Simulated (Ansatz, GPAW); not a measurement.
## Screening of a field by 2H-MoTe2 bilayer, 2H (AA')

How does 2H-MoTe2 bilayer, 2H (AA') screen a perpendicular field?

Main program and level: GPAW 26.7.0 and Ansatz 0.2.0; Ansatz plane waves; layer without images along its normal, relaxation of atoms and in-plane cell, with D3(BJ) dispersion, in the first sound run; inputs show where later runs differ.

## Step 1: The structure

The cell holds 6 atoms: 4 Te and 2 Mo. Its edges and angles: a = 3.550 Å, b = 3.550 Å, c = 26.848 Å, α = 90.0°, β = 90.0°, γ = 120.0°. Regions: layer 1: 2H-MoTe2, 3 atoms (2 Te and 1 Mo); layer 2: 2H-MoTe2, 3 atoms (2 Te and 1 Mo). Vacuum lies along c.

## Step 2: Relaxing the atoms

The atoms are relaxed first, since the surface dipole, and with it the work function, follows the positions of the outer layers.

File input.yaml:

```yaml
crystal:
  lattice:
    - [3.55, 0.0, 0.0]
    - [-1.775, 3.0743901834, 0.0]
    - [0.0, 0.0, 26.8482052597]
  atoms:
    - { symbol: Te, position: [0.3333333333, 0.6666666667, 0.2979715002] }
    - { symbol: Mo, position: [0.0, 0.0, 0.3682574391] }
    - { symbol: Te, position: [0.3333333333, 0.6666666667, 0.438543378] }
    - { symbol: Te, position: [0.0, 0.0, 0.561456622] }
    - { symbol: Mo, position: [0.3333333333, 0.6666666667, 0.6317425609] }
    - { symbol: Te, position: [0.0, 0.0, 0.7020284998] }
  periodic: [true, true, false]
kpoints:
  mp_grid: { grid: [9, 9, 1] }
hamiltonian:
  xc: pbe
  dispersion: d3bj
scf:
  occupations: { method: fermi_dirac, width: 0.05 }
relax:
  f_tol: 0.01
  max_steps: 90
  cell: {}
```

The run is started by

```
ansatz run input.yaml --threads 4 --pin off --max-ram 8192MiB --backend cpu --events-out ev --progress --plain --runs-dir out
```

Numbers of over 12 decimals in the logs are rounded to 6 here.

Output:

```text
Warning: crystal.periodic: the lattice vector that does not repeat stood 0.000° off the slab's normal, 26.848 Å along it as the deck builds it. The run solves the slab on a vector along the normal, 45.496 Å long, with every atom where it was (on the deck's vector they left 16.00 Å outside them, and the widest stretch free of ions among them is 3.30 Å). A fractional position that the run reports is one of the run's ce [...]
crystal.periodic: the lattice vector that does not repeat stood 0.000° off the slab's normal, 26.848 Å along it as the deck builds it. The run solves the slab on a vector along the normal, 45.496 Å long, with every atom where it was (on the deck's vector they left 16.00 Å outside them, and the widest stretch free of ions among them is 3.30 Å). A fractional position that the run reports is one of the run's cell, which [...]
Engine: ansatz 0.2.0, x86_64-unknown-linux-gnu
Pseudopotentials: kind: paw
Pseudopotential: Te, paw, valence charge 16, recommended cutoff 420 eV (normal), Te.paw.azcp
Pseudopotential: Mo, paw, valence charge 14, recommended cutoff 420 eV (normal), Mo.paw.azcp
Functional definition: PBE
  parameter kappa = 0.804
  parameter beta = 0.066725
  exchange = pbe_x(kappa = kappa, mu = beta*pi^2/3)
  correlation = pbe_c(beta = beta)
Crystal: 6 atoms, lattice volume = 496.552 Å³
Basis set: ecut = 420 eV, 9627 PW (Γ), exchange–correlation on 48×48×640 points (8 copies of the dense FFT grid, shifted against one another)
Bands: 56, of which v1, the nominal top of the filled ones, is band 46 counted from 1 (45 counted from 0)
Symmetry: 12 space group operations
Space group: P-3m1 (ITA 164), of the structure as read, at distance tolerance 7.9e-5 Å
k-points: 12 of 81
Non-local potential: Te, projectors of the file, l = 0: 2, l = 1: 2, l = 2: 2, l = 3: 2
Non-local potential: Mo, projectors of the file, l = 0: 3, l = 1: 2, l = 2: 2, l = 3: 1
PAW form: soft (Blöchl's): semilocal exchange-correlation on the pseudo side does not see the compensation charge
PAW one-centre angular grid: Te, 590 points (default); XC on 64 Gauss nodes
PAW one-centre angular grid: Mo, 590 points (default); XC on 64 Gauss nodes
Initial density: superposition of atomic densities (neutral atoms: chi_scale 0, normalization atom), corrected by the library's trained network
Initial wavefunctions: pseudopotential atomic-orbital guess
Functional: x = pbe(κ = 0.804, μ = 0.219515), c = pbe(β = 0.066725)
SCF iter   1: F=—  HF=-37835.984448 eV  |F-HF|=—  |Δ(HF+E_count)|=         —  Δρ=2.69e-3  dr2=1.33e-1  ethr=1.77e-3  ⟨swp⟩=17.9  Hψ=4336  notcnv=0  defer=1
preconditioner: auto → Resta (q_TF=auto, 2.060 Å⁻¹)  ε∞=3.0  [insulator: Δε(μ)=0.896 eV  Ē_g=7.005 eV  σ=0.050 eV  W_gap=1.00  n_scr=46 (ndim 8)  ℏωp=10.0 eV  f_vac=0.676  D(μ)=0.00/eV (n_scr^D=0)  ε∞_Penn≈3.0  vacuum switching on, ρ_ref=3.6e-3 e/Å³]
SCF iter   2: F=—  HF=-37836.008662 eV  |F-HF|=—  |Δ(HF+E_count)|=   2.42e-2  Δρ=2.26e-3  dr2=2.89e-1  ethr=1.45e-4  ⟨swp⟩=4.2  Hψ=1434  notcnv=0  defer=22
SCF iter   3: F=—  HF=-37835.989985 eV  |F-HF|=—  |Δ(HF+E_count)|=   1.87e-2  Δρ=1.09e-3  dr2=4.05e-3  ethr=1.45e-4  ⟨swp⟩=3.7  Hψ=1009  notcnv=0  defer=22
SCF iter   4: F=—  HF=-37835.992758 eV  |F-HF|=—  |Δ(HF+E_count)|=   2.77e-3  Δρ=1.90e-4  dr2=2.51e-4  ethr=4.40e-6  ⟨swp⟩=3.8  Hψ=1180  notcnv=0  defer=22
SCF iter   5: F=—  HF=-37835.992754 eV  |F-HF|=—  |Δ(HF+E_count)|=   3.81e-6  Δρ=1.18e-4  dr2=2.46e-4  ethr=2.73e-7  ⟨swp⟩=3.8  Hψ=1343  notcnv=0  defer=22
SCF iter   6: F=—  HF=-37835.992733 eV  |F-HF|=—  |Δ(HF+E_count)|=   2.07e-5  Δρ=4.63e-5  dr2=9.98e-6  ethr=2.67e-7  ⟨swp⟩=2.2  Hψ=793  notcnv=0  defer=22
SCF iter   7: F=—  HF=-37835.992867 eV  |F-HF|=—  |Δ(HF+E_count)|=   1.34e-4  Δρ=1.32e-5  dr2=1.38e-6  ethr=1.08e-8  ⟨swp⟩=3.2  Hψ=1394  notcnv=0  defer=22
SCF iter   8: F=—  HF=-37835.992868 eV  |F-HF|=—  |Δ(HF+E_count)|=   1.23e-6  Δρ=4.79e-6  dr2=1.93e-7  ethr=1.50e-9  ⟨swp⟩=3.9  Hψ=1446  notcnv=0  defer=22
SCF iter   9: F=-37835.992869 eV  HF=-37835.992868 eV  |F-HF|=3.91e-9  |Δ(HF+E_count)|=   1.84e-7  Δρ=1.59e-6  dr2=1.80e-8  ethr=1.09e-10  ⟨swp⟩=6.8  Hψ=2706  notcnv=0
SCF 1 converged in 9 iterations: F = -37835.992869 eV  dr2 = 1.80e-8
  greatest PAW one-centre occupation: 0.998 electrons in one spin orbital (limit 2), on the Mo atom at site 4 (counted from 0), in its partial waves of l = 0
relax step   1: F+E_penalty+E_count = -37835.99286850 eV  Δ(F+E_penalty+E_count) = +0.000e0 eV  max|allowed force component| = 1.077e0 eV/Å  Δτ_max = 0.0000 Å  P = -6.959 N/m  Ω = 496.552 Å³  fix = [c, alpha, beta]  reactions: c -0.000 N/m  (9 SCF iters, dr2 threshold 1.00e-7 eV, accepted)
Crystal: 6 atoms, lattice volume = 484.986 Å³
Basis set: ecut = 420 eV, 9399 PW (Γ), exchange–correlation on 48×48×640 points (8 copies of the dense FFT grid, shifted against one another)
Initial density: handed on by an earlier stage of this run
Initial wavefunctions: those handed on with the density
iter 1 solved again at ethr=6.18e-4 eV; its pass at ethr=3.10e-3 eV (dr2=5.69e-1 eV) is discarded
SCF iter   1: F=—  HF=-37835.908571 eV  |F-HF|=—  |Δ(HF+E_count)|=         —  Δρ=7.94e-3  dr2=5.73e-1  ethr=6.18e-4  ⟨swp⟩=2.2  Hψ=4837  notcnv=0
preconditioner: auto → Resta (q_TF=auto, 2.068 Å⁻¹)  ε∞=2.8  [insulator: Δε(μ)=0.707 eV  Ē_g=7.562 eV  σ=0.050 eV  W_gap=1.00  n_scr=34 (ndim 8)  ℏωp=10.1 eV  f_vac=0.685  D(μ)=0.00/eV (n_scr^D=0)  ε∞_Penn≈2.8  vacuum switching on, ρ_ref=4.1e-3 e/Å³]
SCF iter   2: F=—  HF=-37835.908868 eV  |F-HF|=—  |Δ(HF+E_count)|=   2.97e-4  Δρ=6.78e-3  dr2=6.39e-1  ethr=6.18e-4  ⟨swp⟩=4.1  Hψ=1210  notcnv=0
SCF iter   3: F=—  HF=-37835.833123 eV  |F-HF|=—  |Δ(HF+E_count)|=   7.57e-2  Δρ=2.47e-3  dr2=2.25e-2  ethr=6.18e-4  ⟨swp⟩=3.0  Hψ=1164  notcnv=0  defer=21
SCF iter   4: F=—  HF=-37835.828454 eV  |F-HF|=—  |Δ(HF+E_count)|=   4.67e-3  Δρ=3.78e-4  dr2=3.96e-4  ethr=2.45e-5  ⟨swp⟩=3.3  Hψ=1133  notcnv=0  defer=24
SCF iter   5: F=—  HF=-37835.828661 eV  |F-HF|=—  |Δ(HF+E_count)|=   2.07e-4  Δρ=9.46e-5  dr2=1.13e-4  ethr=4.30e-7  ⟨swp⟩=3.8  Hψ=1582  notcnv=0  defer=24
SCF iter   6: F=—  HF=-37835.828683 eV  |F-HF|=—  |Δ(HF+E_count)|=   2.21e-5  Δρ=6.19e-5  dr2=2.84e-4  ethr=1.23e-7  ⟨swp⟩=3.0  Hψ=968  notcnv=0  defer=24  recentre
SCF iter   7: F=—  HF=-37835.828660 eV  |F-HF|=—  |Δ(HF+E_count)|=   2.25e-5  Δρ=2.51e-5  dr2=1.49e-5  ethr=1.23e-7  ⟨swp⟩=2.8  Hψ=902  notcnv=0  defer=24
SCF iter   8: F=-37835.828661 eV  HF=-37835.828661 eV  |F-HF|=8.43e-8  |Δ(HF+E_count)|=   2.15e-7  Δρ=6.38e-6  dr2=4.11e-7  ethr=6.52e-10  ⟨swp⟩=6.1  Hψ=3415  notcnv=0
SCF 2 converged in 8 iterations: F = -37835.828661 eV  dr2 = 4.11e-7
[...]
iter 1 solved again at ethr=2.86e-4 eV; its pass at ethr=3.10e-3 eV (dr2=2.63e-1 eV) is discarded
SCF iter   1: F=—  HF=-37836.246131 eV  |F-HF|=—  |Δ(HF+E_count)|=         —  Δρ=5.73e-3  dr2=2.54e-1  ethr=2.86e-4  ⟨swp⟩=2.9  Hψ=4080  notcnv=0
preconditioner: auto → Resta (q_TF=auto, 2.069 Å⁻¹)  ε∞=2.9  [insulator: Δε(μ)=0.987 eV  Ē_g=7.333 eV  σ=0.050 eV  W_gap=1.00  n_scr=28 (ndim 8)  ℏωp=10.1 eV  f_vac=0.679  D(μ)=0.00/eV (n_scr^D=0)  ε∞_Penn≈2.9  vacuum switching on, ρ_ref=3.9e-3 e/Å³]
SCF iter   2: F=—  HF=-37836.247232 eV  |F-HF|=—  |Δ(HF+E_count)|=   1.10e-3  Δρ=4.85e-3  dr2=3.58e-1  ethr=2.76e-4  ⟨swp⟩=4.2  Hψ=1228  notcnv=0
SCF iter   3: F=—  HF=-37836.211905 eV  |F-HF|=—  |Δ(HF+E_count)|=   3.53e-2  Δρ=2.09e-3  dr2=2.11e-2  ethr=2.76e-4  ⟨swp⟩=3.3  Hψ=1158  notcnv=0  defer=7
SCF iter   4: F=—  HF=-37836.208767 eV  |F-HF|=—  |Δ(HF+E_count)|=   3.14e-3  Δρ=5.27e-4  dr2=9.29e-4  ethr=2.30e-5  ⟨swp⟩=3.1  Hψ=1092  notcnv=0  defer=9
SCF iter   5: F=—  HF=-37836.208755 eV  |F-HF|=—  |Δ(HF+E_count)|=   1.21e-5  Δρ=1.53e-4  dr2=6.08e-4  ethr=1.01e-6  ⟨swp⟩=3.7  Hψ=1234  notcnv=0  defer=9
SCF iter   6: F=—  HF=-37836.208718 eV  |F-HF|=—  |Δ(HF+E_count)|=   3.64e-5  Δρ=1.05e-4  dr2=1.57e-4  ethr=6.61e-7  ⟨swp⟩=2.5  Hψ=767  notcnv=0  defer=9
SCF iter   7: F=—  HF=-37836.208708 eV  |F-HF|=—  |Δ(HF+E_count)|=   1.07e-5  Δρ=3.03e-5  dr2=4.23e-6  ethr=1.71e-7  ⟨swp⟩=2.9  Hψ=836  notcnv=0  defer=9
SCF iter   8: F=—  HF=-37836.208808 eV  |F-HF|=—  |Δ(HF+E_count)|=   1.01e-4  Δρ=1.17e-5  dr2=9.04e-7  ethr=4.59e-9  ⟨swp⟩=3.1  Hψ=1444  notcnv=0  defer=9
SCF iter   9: F=—  HF=-37836.208808 eV  |F-HF|=—  |Δ(HF+E_count)|=   7.11e-8  Δρ=2.57e-6  dr2=5.33e-8  ethr=9.83e-10  ⟨swp⟩=3.4  Hψ=1209  notcnv=0  defer=9
SCF iter  10: F=—  HF=-37836.208808 eV  |F-HF|=—  |Δ(HF+E_count)|=   1.90e-8  Δρ=6.30e-7  dr2=3.14e-9  ethr=5.79e-11  ⟨swp⟩=3.4  Hψ=1365  notcnv=0  defer=9
SCF iter  11: F=—  HF=-37836.208808 eV  |F-HF|=—  |Δ(HF+E_count)|=   2.45e-9  Δρ=3.30e-7  dr2=8.02e-10  ethr=3.42e-12  ⟨swp⟩=3.2  Hψ=1365  notcnv=0  defer=9
SCF iter  12: F=-37836.208808 eV  HF=-37836.208808 eV  |F-HF|=2.33e-10  |Δ(HF+E_count)|=   1.62e-9  Δρ=3.47e-8  dr2=8.68e-12  ethr=1.00e-12  ⟨swp⟩=8.9  Hψ=4849  notcnv=0
SCF 3 converged in 12 iterations: F = -37836.208808 eV  dr2 = 8.68e-12
relax step   3: F+E_penalty+E_count = -37836.20880805 eV  Δ(F+E_penalty+E_count) = -2.159e-1 eV  max|allowed force component| = 2.421e-1 eV/Å  Δτ_max = 0.0944 Å  P = -1.126 N/m  Ω = 483.191 Å³  energy of the carried Pulay correction = +7.560e-4 eV  fix = [c, alpha, beta]  reactions: c -0.000 N/m  (12 SCF iters, accepted)
[...]
relax step   4: F+E_penalty+E_count = -37836.22152213 eV  Δ(F+E_penalty+E_count) = -1.271e-2 eV  max|allowed force component| = 2.125e-2 eV/Å  Δτ_max = 0.0963 Å  P = +0.101 N/m  Ω = 482.637 Å³  energy of the carried Pulay correction = +7.878e-4 eV  fix = [c, alpha, beta]  reactions: c +0.000 N/m  (9 SCF iters, dr2 threshold 6.00e-7 eV, accepted)
[...]
relax step   5: F+E_penalty+E_count = -37836.22162435 eV  Δ(F+E_penalty+E_count) = -1.022e-4 eV  max|allowed force component| = 2.186e-3 eV/Å  Δτ_max = 0.0076 Å  P = -0.015 N/m  Ω = 482.847 Å³  energy of the carried Pulay correction = +7.757e-4 eV  fix = [c, alpha, beta]  reactions: c -0.000 N/m  (8 SCF iters, dr2 threshold 2.82e-8 eV, accepted)
Initial wavefunctions: pseudopotential atomic-orbital guess (no wavefunctions were taken with the density)
iter 1 solved again at ethr=7.29e-8 eV; its pass at ethr=3.10e-3 eV (dr2=6.71e-5 eV) is discarded
SCF iter   1: F=—  HF=-37836.220702 eV  |F-HF|=—  |Δ(HF+E_count)|=         —  Δρ=2.09e-5  dr2=3.17e-7  ethr=7.29e-8  ⟨swp⟩=7.5  Hψ=7728  notcnv=0
SCF iter   2: F=—  HF=-37836.220802 eV  |F-HF|=—  |Δ(HF+E_count)|=   1.01e-4  Δρ=1.05e-5  dr2=1.15e-7  ethr=3.45e-10  ⟨swp⟩=4.0  Hψ=1748  notcnv=0
SCF iter   3: F=—  HF=-37836.220803 eV  |F-HF|=—  |Δ(HF+E_count)|=   1.53e-7  Δρ=3.43e-6  dr2=5.65e-7  ethr=1.25e-10  ⟨swp⟩=2.8  Hψ=1368  notcnv=0  recentre
SCF iter   4: F=—  HF=-37836.220803 eV  |F-HF|=—  |Δ(HF+E_count)|=   3.79e-8  Δρ=1.74e-6  dr2=7.41e-9  ethr=1.25e-10  ⟨swp⟩=3.0  Hψ=993  notcnv=0
SCF iter   5: F=—  HF=-37836.220803 eV  |F-HF|=—  |Δ(HF+E_count)|=   3.68e-9  Δρ=2.23e-7  dr2=1.35e-10  ethr=8.06e-12  ⟨swp⟩=3.2  Hψ=1157  notcnv=0
SCF iter   6: F=—  HF=-37836.220803 eV  |F-HF|=—  |Δ(HF+E_count)|=  8.00e-11  Δρ=3.34e-8  dr2=1.73e-11  ethr=1.00e-12  ⟨swp⟩=2.6  Hψ=1158  notcnv=0
SCF iter   7: F=-37836.220803 eV  HF=-37836.220803 eV  |F-HF|=6.40e-10  |Δ(HF+E_count)|=  1.24e-10  Δρ=1.92e-8  dr2=3.93e-12  ethr=1.00e-12  ⟨swp⟩=9.2  Hψ=3690  notcnv=0
SCF 6 converged in 7 iterations: F = -37836.220803 eV  dr2 = 3.93e-12
relax step   6: F+E_penalty+E_count = -37836.22080253 eV  Δ(F+E_penalty+E_count) = +8.218e-4 eV  max|allowed force component| = 2.148e-3 eV/Å  Δτ_max = 0.0000 Å  P = -0.012 N/m  Ω = 482.847 Å³  fix = [c, alpha, beta]  reactions: c -0.000 N/m  stress off target by 1.23e-2 N/m on what of the cell is left free  SCF on the basis re-selected at this cell (its energy is not comparable with the rows above)  (7 SCF iters)
basis re-selected at this cell: Δ(F+E_penalty+E_count) = +8.218e-4 eV, ΔP = +0.003 N/m vs the last step (what re-selecting the basis moved, of the pressure what is left beyond the Pulay correction that the steps carried, after the strain that the cell walked since its last selection, with what the two solves' SCF thresholds leave and, on support functions, any second-order correction that the steps lacked; it is no m [...]
SCF converged after 7 iterations
Free energy (F): -37836.220803 eV
Harris-Foulkes:  -37836.220803 eV  (|F-HF|=6.40e-10)
Internal energy: -37836.220789 eV  (E = F + TS)
E sigma→0 (E₀):  -37836.220796 eV
Entropy (-TS):   -0.000014 eV (-0.002 meV/atom)
Fermi energy:    -4.251916 eV
--- Per-component energies (eV) ---
  E_band       = -2721.679646
  E_kinetic    = 1609.648771
  E_local      = -513587.208737  (includes V_loc(G=0)·N_el)
  E_nonlocal   = -952.649455
  E_hartree    = 256448.075734
  E_xc         = -865.982438
  E_vxc        = -877.193070  (∫ρ·V_xc dr)
  E_paw        = -25053.964164  (= ΣΔE_a)
  E_vpaw       = -1810.428086  (= ΣTr[D̂ρ^β])
  E_aug_tail   = -0.000610  (compensation charges beyond the density's cutoff)
  E_ewald      = 244568.706999
  E_disp       = -2.846889  (pairwise vdW)
  E_smearing   = -0.000014  (= −TS)
  E_closure    = -0.000000  (closes the sum)
  Σ components = -37836.220803   (vs F -37836.220803, Δ=0.00e0)
--- Forces (eV/Å), atoms counted from 1 ---
  atom   1  Te     0.00000000    -0.00000000    -0.00206620
  atom   2  Mo     0.00000000    -0.00000000     0.00214755
  atom   3  Te     0.00000000     0.00000000    -0.00167852
  atom   4  Te    -0.00000000     0.00000000     0.00167852
  atom   5  Mo     0.00000000     0.00000000    -0.00214755
  atom   6  Te     0.00000000     0.00000000     0.00206620
  max |Σ_I F_I| component: 9.25e-18 eV/Å
--- 2D stress c σ (N/m, compression-positive) ---
       -0.012336      -0.000000      -0.000000
        0.000000      -0.012336      -0.000000
       -0.000000      -0.000000      -0.000000
  P = ½ c Tr σ = -0.0123 N/m
--- Relaxed structure (5 steps of the walk, 4 accepted, 1 SCFs on fresh bases) ---
  F+E_penalty+E_count = -37836.22080253 eV   max|allowed force component| = 2.148e-3 eV/Å   (the final SCF, on the basis selected at the relaxed cell)
  cell:  # Å, volume = 482.8472 Å³
    - [3.500669, 0, 0]
    - [-1.750334, 3.031668, 0]
    - [0, 0, 45.496411]
  atoms:
    - { symbol: Te, position: [0.333333, 0.666667, 0.179864] }
    - { symbol: Mo, position: [-4.043958861573083e-17, -6.9388939039072276e-18, 0.219780] }
    - { symbol: Te, position: [0.333333, 0.666667, 0.259742] }
    - { symbol: Te, position: [-4.5298044807429776e-17, -6.9388939039072276e-18, 0.330375] }
    - { symbol: Mo, position: [0.333333, 0.666667, 0.370337] }
    - { symbol: Te, position: [-4.967501389602492e-17, -6.9388939039072276e-18, 0.410253] }
```

It took 25 s on 4 threads of Intel Xeon Platinum 8375C at 2.90GHz (Ice Lake), shared host; peak memory 1.2 GiB; 94 s of CPU time.

Step by step:

```csv
step,energy less that of the first step (eV),largest force component (eV/Å),volume (Å³)
1,0.0000,1.0772,496.55
2,0.1642,1.7890,484.99
3,-0.2159,0.2421,483.19
4,-0.2287,0.0213,482.64
5,-0.2288,0.0022,482.85
6*,-0.2279,0.0021,482.85
```

Relaxation steps marked * repeat the geometry before them on a plane-wave basis chosen anew for their cell, so energy and pressure can jump there. Relaxation step 2 was tried and not accepted.

Forces are held to the 12 operations that the run works with; a distortion that breaks them can't arise in this run.

```csv
cell as run,before,after,change
a (Å),3.550,3.501,-1.4 %
b (Å),3.550,3.501,-1.4 %
```

The atoms that moved most (Å, along periodic axes as changes of fractional coordinates times the final cell, across vacuum about the mean position):

| atom | dx | dy | dz | length |
| --- | --- | --- | --- | --- |
| Te1 | 0.000 | 0.000 | 0.183 | 0.183 |
| Te6 | 0.000 | 0.000 | -0.183 | 0.183 |
| Mo5 | 0.000 | 0.000 | -0.112 | 0.112 |
| Mo2 | 0.000 | 0.000 | 0.112 | 0.112 |
| Te4 | 0.000 | 0.000 | -0.043 | 0.043 |
| Te3 | 0.000 | 0.000 | 0.043 | 0.043 |

Final coordinates:

```xyz
6
Lattice="3.5007 0.0000 0.0000 -1.7503 3.0317 0.0000 0.0000 0.0000 45.4964" Properties=species:S:1:pos:R:3
Te    0.0000    2.0211    8.1832
Mo    0.0000    0.0000    9.9992
Te    0.0000    2.0211   11.8173
Te    0.0000    0.0000   15.0309
Mo    0.0000    2.0211   16.8490
Te    0.0000    0.0000   18.6650
```

This step gave:

```
free energy         : -37836.2208 eV
gap by band count   : 0.9072 eV
symmetry operations : 12
```

The relaxation lowered the energy of the cell by 0.228 eV.

(Continued in part 2 of 3.)

[Logs are printed without paths, hosts, clocks, repeated set-up lines and the standing remarks that a program may print on its own settings, such as how far it seeks lower states.]

[Hosts, paths, dates, database ids (printed as entryN), source tags and the programs' standing remarks are cut or masked in the printed files.]
